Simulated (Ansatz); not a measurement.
Runs of Ansatz 0.2.0 on Pb. Symmetry: C2/m, No. 12, monoclinic system. Conventional cell: a = 6.077 Å, b = 3.501 Å, c = 6.452 Å, α = 90.00°, β = 109.14°, γ = 90.00°. Pb (site symmetry m) is surrounded by 10 Pb at 3.34 to 3.51 Å. This isn't the form of Pb at room conditions, which is fcc.

| potentials or basis | cutoff (eV) | basis error allowed | pressure (GPa) | largest force (eV/Å) |
| --- | --- | --- | --- | --- |
| all-electron LAPW, inner shells corrected to Dirac's equation | 174 | 0.001 eV/atom | (a) | 0.14 |
| all-electron LAPW, scalar-relativistic | 174 | 0.001 eV/atom | -1.8 | 0.14 |
| all-electron PAW datasets made for the crystal | 260 | - | -1.8 | 0.14 |
| all-electron LAPW, non-relativistic | 174 | 0.001 eV/atom | -0.2 | 0.21 |

Alike in all rows: task band structure; level PBEsol; no spin polarisation; cell as given; k mesh 9 × 9 × 5; smearing fermi-dirac 0.05 eV.

**Question.** Estimate the missing entries.

**Answer.** (a) -1.7.

Caveats: relativity is left out, which matters for the heavier elements (some runs).

The runs don't all hold the same shells in valence.
